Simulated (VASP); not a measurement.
# PbS (Galena) (Fm-3m) in VASP: settings compared

One crystal, PbS (Galena), is run at these levels: PBEsol, AM05, PBE; tasks: relaxation of cell and atoms.

Everything below comes from runs of VASP 6.6.1. Logs are shortened: lines on timing, memory, paths and dates and some standing lists are left out, and cuts for length are marked.

### Step 1. The structure

The structure is cubic, space group Fm-3m (No. 225). The conventional cell has a = 5.931 Å, b = 5.931 Å, c = 5.931 Å, α = 90.00°, β = 90.00°, γ = 90.00°. Pb (site symmetry m-3m) has 6 S at 2.97 Å as nearest neighbours. Around S (site symmetry m-3m) lie 6 Pb at 2.97 Å.

### Step 2. Relaxation of cell and atoms, PBEsol

INCAR

```
SYSTEM = PbS
PREC = Accurate
ENCUT = 600
EDIFF = 1E-6
ISMEAR = 0
SIGMA = 0.03
LREAL = .False.
LASPH = .True.
NELM = 80
ALGO = Normal
ISIF = 3
LWAVE = .False.
LCHARG = .False.
GGA = PS
IBRION = 2
NSW = 90
EDIFFG = -0.01
```

KPOINTS

```
Automatic mesh
0
Gamma
  8 8 8
  0 0 0
```

POSCAR

```
PbS
1.0
    0.0000000000      2.9657500000      2.9657500000
    2.9657500000      0.0000000000      2.9657500000
    2.9657500000      2.9657500000      0.0000000000
Pb S
1 1
Direct
    0.0000000000      0.0000000000      0.0000000000
    0.5000000000      0.5000000000      0.5000000000
```

Potentials or basis: VASP PAW PBE potentials, release 64 (Pb_d, S).

The run is started by

```sh
$ cat potpaw_PBE.64/Pb_d/POTCAR potpaw_PBE.64/S/POTCAR > POTCAR
$ mpirun -np 1 vasp_std > vasp.out
```

OUTCAR:

```text
SYSTEM = PbS
   PREC = Accurate
   ENCUT = 600
   EDIFF = 1E-6
   ISMEAR = 0
   LREAL = .False.
   LASPH = .True.
   NELM = 80
   ISIF = 3
   GGA = PS
   IBRION = 2
   NSW = 90
   EDIFFG = -0.01

 ion  position               nearest neighbor table
   1  0.000  0.000  0.000-   2 2.97   2 2.97   2 2.97   2 2.97   2 2.97   2 2.97
   2  0.500  0.500  0.500-   1 2.97   1 2.97   1 2.97   1 2.97   1 2.97   1 2.97

  LATTYP: Found a face centered cubic cell.
 ALAT       =     5.9315000000

  Lattice vectors:

 A1 = (   0.0000000000,   2.9657500000,   2.9657500000)
 A2 = (   2.9657500000,   0.0000000000,   2.9657500000)
 A3 = (   2.9657500000,   2.9657500000,   0.0000000000)

Analysis of symmetry for initial positions (statically):
=====================================================================
 Subroutine PRICEL returns:
 Original cell was already a primitive cell.

 Routine SETGRP: Setting up the symmetry group for a
 face centered cubic supercell.

 Subroutine GETGRP returns: Found 48 space group operations
 (whereof 48 operations were pure point group operations)
 out of a pool of 48 trial point group operations.

The static configuration has the point symmetry O_h .

Analysis of symmetry for dynamics (positions and initial velocities):
=====================================================================
 Subroutine PRICEL returns:
 Original cell was already a primitive cell.

 Routine SETGRP: Setting up the symmetry group for a
 face centered cubic supercell.

 Subroutine GETGRP returns: Found 48 space group operations
 (whereof 48 operations were pure point group operations)
 out of a pool of 48 trial point group operations.

The dynamic configuration has the point symmetry O_h .

 Subroutine INISYM returns: Found 48 space group operations
 (whereof 48 operations are pure point group operations),
 and found     1 'primitive' translations

----------------------------------------------------------------------------------------

                                     Primitive cell

  volume of cell :      52.1715

  direct lattice vectors                    reciprocal lattice vectors
     0.000000000  2.965750000  2.965750000    -0.168591419  0.168591419  0.168591419
     2.965750000  0.000000000  2.965750000     0.168591419 -0.168591419  0.168591419
     2.965750000  2.965750000  0.000000000     0.168591419  0.168591419 -0.168591419

  length of vectors
     4.194203873  4.194203873  4.194203873     0.292008903  0.292008903  0.292008903

  position of ions in fractional coordinates (direct lattice)
     0.000000000  0.000000000  0.000000000
     0.500000000  0.500000000  0.500000000

  ion indices of the primitive-cell ions
   primitive index   ion index
                 1           1
                 2           2

----------------------------------------------------------------------------------------

 KPOINTS: Automatic mesh

Automatic generation of k-mesh.
 Grid dimensions read from file:
 generate k-points for:    8    8    8

 Generating k-lattice:

  Cartesian coordinates                     Fractional coordinates (reciprocal lattice)
    -0.021073927  0.021073927  0.021073927     0.125000000  0.000000000  0.000000000
     0.021073927 -0.021073927  0.021073927     0.000000000  0.125000000  0.000000000
     0.021073927  0.021073927 -0.021073927     0.000000000  0.000000000  0.125000000

  Length of vectors
     0.036501113  0.036501113  0.036501113

  Shift w.r.t. Gamma in fractional coordinates (k-lattice)
     0.000000000  0.000000000  0.000000000

 Subroutine IBZKPT returns following result:
 ===========================================

 Found     29 irreducible k-points:

 Following reciprocal coordinates:
            Coordinates               Weight
  0.000000  0.000000  0.000000      1.000000
  0.125000  0.000000  0.000000      8.000000
  0.250000  0.000000  0.000000      8.000000
  0.375000  0.000000  0.000000      8.000000
  0.500000  0.000000  0.000000      4.000000
  0.125000  0.125000  0.000000      6.000000
[... 16 lines left out ...]
  0.500000  0.250000  0.125000     48.000000
 -0.375000  0.250000  0.125000     24.000000
 [... further k-points ...]
   k-points           NKPTS =     29   k-points in BZ     NKDIM =     29   number of bands    NBANDS=     14
   number of dos      NEDOS =    301   number of ions     NIONS =      2
   total plane-waves  NPLWV =  46656
   dimension x,y,z NGX =    36 NGY =   36 NGZ =   36
   dimension x,y,z NGXF=    72 NGYF=   72 NGZF=   72
   ions per type =               1   1
   NGX,Y,Z   is equivalent  to a cutoff of  14.27, 14.27, 14.27 a.u.
   NGXF,Y,Z  is equivalent  to a cutoff of  28.54, 28.54, 28.54 a.u.
 SYSTEM =  PbS
   PREC   = accura    normal or accurate (medium, high low for compatibility)
   ISTART =      0    job   : 0-new  1-cont  2-samecut
   ICHARG =      2    charge: 1-file 2-atom 10-const
   ISPIN  =      1    spin polarized calculation?
   LNONCOLLINEAR =      F non collinear calculations
   LSORBIT =      F    spin-orbit coupling
   LASPH  =      T    aspherical Exc in radial PAW
   ENCUT  =  600.0 eV  44.10 Ry    6.64 a.u.   8.38  8.38  8.38*2*pi/ulx,y,z
   NELM   =     80;   NELMIN=  2; NELMDL= -5     # of ELM steps
   EDIFF  = 0.1E-05   stopping-criterion for ELM
   LREAL  =      F    real-space projection
   EDIFFG = -.1E-01   stopping-criterion for IOM
   NSW    =     90    number of steps for IOM
   IBRION =      2    ionic relax: 0-MD 1-quasi-New 2-CG
   NFREE  =      1    steps in history (QN), initial steepest desc. (CG)
   ISIF   =      3    stress and relaxation
   ISYM   =      2    0-nonsym 1-usesym 2-fastsym
   POTIM  = 0.5000    time-step for ionic-motion
   TEBEG  =    0.0;   TEEND  =   0.0 temperature during run
   PSTRESS=    0.0 pullay stress
   NELECT =      20.0000    total number of electrons
   NUPDOWN=      -1.0000    fix difference up-down
   EMIN   =  10.00;   EMAX   =-10.00  energy-range for DOS
   EFERMI =   0.00;   METHOD = LEGACY
   ISMEAR =     0;   SIGMA  =   0.03  broadening in eV -4-tet -1-fermi 0-gaus
   EFERMI_NEDOS =   21; number of points for ismear=-14 and -15
   IALGO  =     38    algorithm
   IMIX   =      4    mixing-type and parameters
     AMIX     =   0.40;   BMIX     =  1.00
     AMIX_MAG =   1.60;   BMIX_MAG =  1.00
  volume/ion in A,a.u.               =      26.09       176.04
  Fermi-wavevector in a.u.,A,eV,Ry     =   1.189251  2.247359 19.242973  1.414319
  Thomas-Fermi vector in A             =   2.325363
   LORBIT       =      0    0 simple, 1 ext, 2 COOP (PROOUT), +10 PAW based schemes
   GGA     = PS    functional components
   LHFCALC =     F    Hartree Fock is set to
   AEXX    =    0.0000 exact exchange contribution
   IVDW    =     0    specifies the selected vdW correction
   LEPSILON=     F    determine dielectric tensor
   LRPA    =     F    only Hartree local field effects (RPA)
 conjugate gradient relaxation of ions
 non-spin polarized calculation
 Gauss-broadening in eV      SIGMA  =   0.03
  energy-cutoff  :      600.00
  volume of cell :       52.17
 maximum number of plane-waves:      1807
 NGX is ok and might be reduce to    36
   NGX = 17   NGY = 17   NGZ = 17

--------------------------------------- Ionic step        1  -------------------------------------------

 number of electron      20.0000002 magnetization

 Free energy of the ion-electron system (eV)
  ---------------------------------------------------
  ext. energy  EPLUGINS =         0.00000000
  ---------------------------------------------------
  free energy    TOTEN  =        -9.45594196 eV

  energy without entropy =       -9.45594196  energy(sigma->0) =       -9.45594196

------------------------ aborting loop because EDIFF is reached ----------------------------------------

  FORCE on cell =-STRESS in cart. coord.  units (eV):
  Direction    XX          YY          ZZ          XY          YZ          ZX
  --------------------------------------------------------------------------------------
  -------------------------------------------------------------------------------------
  Total       -0.2759719     -0.2759719     -0.2759719      0.0000000      0.0000000     -0.0000000
  in kB       -8.4750401     -8.4750401     -8.4750401      0.0000000      0.0000000     -0.0000000
  external PRESSURE =      -8.4750401 kB  Pullay stress =       0.0000000 kB
[... 57 lines left out ...]
  energy  without entropy=       -9.4575734243  energy(sigma->0) =       -9.45757344

--------------------------------------- Ionic step        3  -------------------------------------------

 number of electron      20.0000002 magnetization

 Free energy of the ion-electron system (eV)
  ---------------------------------------------------
  ext. energy  EPLUGINS =         0.00000000
  ---------------------------------------------------
  free energy    TOTEN  =        -9.45789618 eV

  energy without entropy =       -9.45789618  energy(sigma->0) =       -9.45789618

 E-fermi :   5.9930     XC(G=0):  -9.9538

 val. band max:        5.8924893345   @ k =   0.5000   0.0000   0.0000
 cond. band min:       6.0935074574   @ k =   0.5000   0.0000   0.0000
 fundamental gap:      0.2010181230
 Fermi energy:         5.9929929696

 k-point     1 :       0.0000    0.0000    0.0000
  band No.  band energies     occupation
      1     -10.8911      2.00000
      2     -10.8911      2.00000
      3     -10.8911      2.00000
      4     -10.8783      2.00000
      5     -10.8783      2.00000
      6      -7.8574      2.00000
      7      -0.1559      2.00000
      8       3.6344      2.00000
      9       3.6344      2.00000
     10       3.6344      2.00000
     11      11.0778      0.00000
     12      11.0778      0.00000
     13      11.0778      0.00000
     14      12.4842      0.00000
[... 375 lines left out ...]
 k-point    24 :      -0.3750    0.2500    0.1250
  band No.  band energies     occupation
      1     -10.9551      2.00000
      2     -10.8961      2.00000
      3     -10.8751      2.00000
      4     -10.8601      2.00000
      5     -10.8372      2.00000
      6      -6.3091      2.00000
      7      -2.7292      2.00000
      8       2.3121      2.00000
      9       2.7544      2.00000
     10       4.8592      2.00000
     11       7.3242      0.00000
     12       9.2283      0.00000
     13       9.8769      0.00000
     14      13.7758      0.00000

 [... further k-points ...]
[... 5 lines left out ...]
  --------------------------------------------------------------------------------------
  -------------------------------------------------------------------------------------
  Total        0.0024035      0.0024035      0.0024035      0.0000000      0.0000000     -0.0000000
  in kB        0.0748670      0.0748670      0.0748670      0.0000000      0.0000000     -0.0000000
  external PRESSURE =       0.0748670 kB  Pullay stress =       0.0000000 kB
[... 17 lines left out ...]
  FREE ENERGIE OF THE ION-ELECTRON SYSTEM (eV)
  ---------------------------------------------------
  free  energy   TOTEN  =        -9.4578961845 eV

  energy  without entropy=       -9.4578961809  energy(sigma->0) =       -9.45789618

 reached required accuracy - stopping structural energy minimisation
```

It took 28 s on 1 thread of Intel Xeon 6975P-C (Granite Rapids), shared host; peak memory 0.21 GiB.

What came out:

* Free energy: -9.4579 eV
* Relaxed volume: 25.72 Å³/atom
* Relaxed cell: a = 4.174 Å, b = 4.174 Å, c = 4.174 Å, α = 60.00°, β = 60.00°, γ = 60.00°
* Space group after relaxing (to 0.05 Å): Fm-3m (No. 225)
* Energy gained by relaxing: 1.0 meV/atom
* Ionic steps: 3
* Pressure after relaxing: 0.0 GPa
* Band gap on the k mesh: 0.20 eV, direct

The path:
```tsv
step	energy change (eV)	largest force (eV/Å)	pressure (GPa)	volume (Å³)
1	0.0000	0.0000	-0.85	52.17
2	-0.0016	0.0000	0.35	51.14
3	-0.0020	0.0000	0.01	51.44
```

Final structure:
```
Pb S
1.0
     0.00000    2.95175    2.95175
     2.95175    0.00000    2.95175
     2.95175    2.95175    0.00000
Pb S
1 1
Cartesian
  0.0000 0.0000 0.0000
  2.9517 2.9517 2.9517
```

Caveat: the PAW data sets were made with another functional, which shifts forces and pressure a little; spin-orbit coupling is left out, which as a rule narrows the gap of such compounds by several tenths of an eV.

### Step 3. Relaxation of cell and atoms, PBEsol

This run uses another cell than the first one, of 25.72 Å³/atom, 0.986 times its volume.

Changes to INCAR since step 2:

```diff
@@ -3,3 +3,3 @@
 ENCUT = 600
-EDIFF = 1E-6
+EDIFF = 1E-7
 ISMEAR = 0
@@ -16,2 +16,2 @@
 NSW = 90
-EDIFFG = -0.01
+EDIFFG = -0.005
```

KPOINTS is that of step 2.

POSCAR

```
PbS                                     
1.0
    0.0000000000      2.9517488637      2.9517488637
    2.9517488637      0.0000000000      2.9517488637
    2.9517488637      2.9517488637     -0.0000000000
  Pb              S             
     1     1
Direct
     0.0000000000000000    0.0000000000000000    0.0000000000000000
     0.5000000000000000    0.5000000000000000    0.5000000000000000
```

Potentials or basis: VASP PAW PBE potentials, release 64 (Pb_d, S).

The run is started by

```sh
$ cat potpaw_PBE.64/Pb_d/POTCAR potpaw_PBE.64/S/POTCAR > POTCAR
$ mpirun -np 1 vasp_std > vasp.out
```

OUTCAR:

```text
SYSTEM = PbS
   PREC = Accurate
   ENCUT = 600
   EDIFF = 1E-7
   ISMEAR = 0
   LREAL = .False.
   LASPH = .True.
   NELM = 80
   ISIF = 3
   GGA = PS
   IBRION = 2
   NSW = 90
   EDIFFG = -0.005

 ion  position               nearest neighbor table
   1  0.000  0.000  0.000-   2 2.95   2 2.95   2 2.95   2 2.95   2 2.95   2 2.95
   2  0.500  0.500  0.500-   1 2.95   1 2.95   1 2.95   1 2.95   1 2.95   1 2.95

  LATTYP: Found a face centered cubic cell.
 ALAT       =     5.9034977274
[... 592 lines left out ...]
      9       2.7545      2.00000
     10       4.8594      2.00000
     11       7.3243      0.00000
     12       9.2284      0.00000
     13       9.8771      0.00000
     14      13.7758      0.00000

 [... further k-points ...]
[... 5 lines left out ...]
  --------------------------------------------------------------------------------------
  -------------------------------------------------------------------------------------
  Total       -0.0019450     -0.0019450     -0.0019450     -0.0000000      0.0000000      0.0000000
  in kB       -0.0605836     -0.0605836     -0.0605836     -0.0000000      0.0000000      0.0000000
  external PRESSURE =      -0.0605836 kB  Pullay stress =       0.0000000 kB

 VOLUME and BASIS-vectors are now :
 -----------------------------------------------------------------------------
  energy-cutoff  :      600.00
  volume of cell :       51.44
      direct lattice vectors                 reciprocal lattice vectors
     0.000000000  2.951748864  2.951748864    -0.169391104  0.169391104  0.169391104
     2.951748864  0.000000000  2.951748864     0.169391104 -0.169391104  0.169391104
     2.951748864  2.951748864  0.000000000     0.169391104  0.169391104 -0.169391104

 POSITION                                       TOTAL-FORCE (eV/Angst)
 -----------------------------------------------------------------------------------
      0.00000      0.00000      0.00000         0.000000      0.000000      0.000000
      2.95175      2.95175      2.95175        -0.000000     -0.000000     -0.000000
 -----------------------------------------------------------------------------------
    total drift:                                0.000000      0.000000      0.000000

  FREE ENERGIE OF THE ION-ELECTRON SYSTEM (eV)
  ---------------------------------------------------
  free  energy   TOTEN  =        -9.4578275103 eV

  energy  without entropy=       -9.4578275067  energy(sigma->0) =       -9.45782751

 reached required accuracy - stopping structural energy minimisation
```

It took 15 s on 1 thread of Intel Xeon 6975P-C (Granite Rapids), shared host; peak memory 0.21 GiB.

What came out:

* Free energy: -9.4578 eV
* Pressure after relaxing: 0.0 GPa
* Band gap on the k mesh: 0.20 eV, direct

Final structure:
```yaml
crystal:
  lattice:
    - [0.00000, 2.95175, 2.95175]
    - [2.95175, 0.00000, 2.95175]
    - [2.95175, 2.95175, 0.00000]
  atoms:
    - { symbol: Pb, position: [0.00000, 0.00000, 0.00000] }
    - { symbol: S, position: [0.50000, 0.50000, 0.50000] }
```

Caveat: the relaxation stopped at its first step, so nothing moved; the PAW data sets were made with another functional, which shifts forces and pressure a little; spin-orbit coupling is left out, which as a rule narrows the gap of such compounds by several tenths of an eV. A k mesh can miss the band edges.

### Step 4. Relaxation of cell and atoms, AM05

INCAR

```
SYSTEM = PbS
PREC     = Accurate       ! precision mode
ENCUT    = 600            ! plane-wave cutoff, eV
EDIFF    = 1E-6           ! SCF threshold, eV
ISMEAR   = 0              ! smearing method
SIGMA    = 0.03           ! smearing width, eV
LREAL    = .False.        ! projectors in reciprocal space
LASPH    = .True.         ! aspherical terms in the spheres
NELM     = 80             ! most SCF steps
ALGO     = Normal         ! electronic algorithm
ISIF     = 3              ! what is computed and relaxed
LWAVE    = .False.        ! write WAVECAR
LCHARG   = .False.        ! write CHGCAR
GGA      = AM             ! functional
IBRION   = 2              ! ionic algorithm
NSW      = 90             ! ionic steps
EDIFFG   = -0.01          ! ionic threshold
```

KPOINTS

```
regular mesh
0
Gamma
  8 8 8
  0 0 0
```

POSCAR

```
PbS
1.0
    0.0000000000      2.9657500000      2.9657500000
    2.9657500000      0.0000000000      2.9657500000
    2.9657500000      2.9657500000      0.0000000000
Pb S
1 1
Direct
    0.0000000000      0.0000000000      0.0000000000
    0.5000000000      0.5000000000      0.5000000000
```

The run is started by

```sh
$ cat potpaw_PBE.64/Pb_d/POTCAR potpaw_PBE.64/S/POTCAR > POTCAR
$ mpirun -np 1 vasp_std > vasp.out
```

Wall time 50 s (1 thread of Intel Xeon Platinum 8259CL at 2.50GHz (Skylake/Cascade Lake), shared host); peak memory 0.21 GiB.

Results (log left out):

| Item | Value |
| --- | --- |
| Free energy | -8.9069 eV |
| Relaxed volume | 25.97 Å³/atom |
| Relaxed cell | a = 4.188 Å, b = 4.188 Å, c = 4.188 Å, α = 60.00°, β = 60.00°, γ = 60.00° |
| Space group after relaxing (to 0.05 Å) | Fm-3m (No. 225) |
| Energy gained by relaxing | 0.1 meV/atom |
| Ionic steps | 3 |
| Pressure after relaxing | 0.0 GPa |
| Band gap on the k mesh | 0.32 eV, direct |

The path:
```csv
step,energy change (eV),largest force (eV/Å),pressure (GPa),volume (Å³)
1,0.0000,0.0000,-0.24,52.17
2,-0.0002,0.0000,0.07,51.88
3,-0.0002,0.0000,0.04,51.94
```

Final structure:
```
Pb S
1.0
     0.00000    2.96136    2.96136
     2.96136    0.00000    2.96136
     2.96136    2.96136    0.00000
Pb S
1 1
Direct
  0.00000 0.00000 0.00000
  0.50000 0.50000 0.50000
```

Levels at points of the mesh, in eV from the valence-band top:
| k point | band 7 | band 8 | band 9 | band 10 | band 11 | band 12 | band 13 | band 14 |
| --- | --- | --- | --- | --- | --- | --- | --- | --- |
| (0.00, 0.00, 0.00) | -6.04 | -2.19 | -2.19 | -2.19 | 5.19 | 5.19 | 5.19 | 6.69 |
| (0.50, 0.00, 0.00) | -8.93 | -1.79 | -1.79 | 0.00 | 0.32 | 1.91 | 1.91 | 8.63 |
| (0.50, 0.50, 0.00) | -7.26 | -5.26 | -3.48 | -3.48 | 3.80 | 5.58 | 5.68 | 5.68 |

Caveat: the PAW data sets were made with another functional, which shifts forces and pressure a little; spin-orbit coupling is left out, which as a rule narrows the gap of such compounds by several tenths of an eV. A k mesh can miss the band edges.

[end of part 1 of 2]
